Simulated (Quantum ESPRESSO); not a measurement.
Runs of Quantum ESPRESSO 7.5 on Be2C. Symmetry: Fm-3m, No. 225, cubic system. Conventional cell: a = 4.330 Å, b = 4.330 Å, c = 4.330 Å, α = 90.00°, β = 90.00°, γ = 90.00°. C (site symmetry m-3m) is surrounded by 8 Be at 1.87 Å. Be (site symmetry -43m) is surrounded by 4 C at 1.87 Å. 

```csv
level,potentials or basis,form of the LDA correlation,pressure (GPa)
BLYP,PseudoDojo 0.4.1 SR PBE standard,-,3.6
LDA,PseudoDojo 0.4.1 SR LDA standard,PW92,-8.4
WC,PseudoDojo 0.4.1 SR PBE standard,-,-0.2
AM05,PseudoDojo 0.4.1 SR PBE standard,-,(a)
PBEsol,PseudoDojo 0.4.1 SR PBEsol standard,-,(b)
```

Alike in all rows: task dielectric tensor; no spin polarisation; cell as given; k mesh 10 × 10 × 10, shifted; cutoff (eV) 1197; smearing fermi-dirac 0.05 eV.

Q: Fill in the values left out.

A: (a) -1.5; (b) -2.0.

Caveats: the potentials were made for another functional, which shifts forces and pressure (some runs); the cell is more than 3 GPa from zero pressure, which shifts response properties (some runs).

Runs at the PBE level aren't shown here.
